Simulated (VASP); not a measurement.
Data:

```xyz
4
Lattice="1.8163 -3.1774 0.0000 1.8163 3.1774 0.0000 0.0000 0.0000 3.8662" Properties=species:S:1:pos:R:3 pbc="T T T"
Li     1.8163     1.0545     0.0000
Li     1.8163    -1.0545     0.0000
Li     0.0000     0.0000     1.9331
N      0.0000     0.0000     0.0000
```

These are PBE GGA, VASP's PBE PAW potentials (set 64) (plane waves; VASP) values and carry that method's errors. Settings: 600 eV cut-off, 6×6×6 Γ-centred mesh, Gaussian smearing of 0.050 eV, potentials Li_sv N.

**Question.** What does the run give for the energy per atom (σ→0)?

**Answer.** 
energy per atom (σ→0): -377.0 kJ/mol of atoms

The absolute energy has meaning only against runs of the same code, potentials and settings.

The compound is Li3N in the alpha structure. This cell was strained or had an atom moved on purpose. Symmetry was kept, so distortions that lower it aren't found.
